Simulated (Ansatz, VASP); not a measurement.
**Rh: VASP beside Ansatz**

INCAR

```
SYSTEM = Rh
  PREC = Accurate
  ENCUT = 520
  EDIFF = 1E-7
  ISMEAR = -1
  SIGMA = 0.1
  LREAL = .False.
  LASPH = .True.
  NELM = 150
  ALGO = Normal
  ISIF = 2
  LWAVE = .False.
  LCHARG = .True.
  ISPIN = 2
  MAGMOM = 1
  LORBIT = 11
  LMAXMIX = 4
  GGA = B5
  ALDAX = 1.0
  AGGAX = 1.0
  AGGAC = 1.0
  ALDAC = 0.0
  LELF = .True.
  LVHAR = .True.
  NBANDS = 18
```

File KPOINTS:

```
regular mesh
0
Gamma
  7 7 7
  0 0 0
```

File POSCAR:

```
Rh
1.0
    0.0000000000      1.9497196783      1.9497196783
    1.9497196783      0.0000000000      1.9497196783
    1.9497196783      1.9497196783      0.0000000000
Rh
1
Direct
    0.0000000000      0.0000000000      0.0000000000
```

Input for Ansatz:

```yaml
crystal:
  lattice:
    - [0.0, 1.9497196783, 1.9497196783]
    - [1.9497196783, 0.0, 1.9497196783]
    - [1.9497196783, 1.9497196783, 0.0]
  atoms:
    - { symbol: Rh, position: [0.0, 0.0, 0.0], spin: 1.0 }
hamiltonian:
  xc: blyp
  pseudopotentials:
    kind: paw
    azcp:
      Rh: "pseudopotentials/Rh.paw.azcp"
basis:
  ecutwfc: 420
  fft_grid_basis: typed
kpoints:
  mp_grid: { grid: [7, 7, 7], shift: [0, 0, 0] }
magnetization:
  spin_polarized: true
scf:
  occupations: { method: fermi_dirac, width: 0.1 }
```

Alike in both runs: task single point; functional BLYP; k mesh 7 × 7 × 7; occupations fermi-dirac, width 0.1 eV; collinear spin.

|  | VASP | Ansatz |
| --- | --- | --- |
| version | VASP 6.6.1 | Ansatz 0.2.0 |
| potentials or method | VASP PAW PBE potentials, release 64 (Rh_pv) | plane waves (420 eV) with PAW, scalar-relativistic |
| plane-wave cutoff (eV) | 520 | 420 |
| valence electrons in the cell | 15 | 17 |

|  | VASP | Ansatz | Ansatz less VASP |
| --- | --- | --- | --- |
| net moment per atom (μB) | 0.00 | 0.00 | 0.000 |

The functional is the same, so the differences come from potentials, cutoffs and numerics. The two sets of potentials don't hold the same shells in valence. Ansatz warned: «seeded_moment_not_kept».

Caveats: the k mesh is coarse (spacing up to 0.40 Å⁻¹), so the values aren't converged.
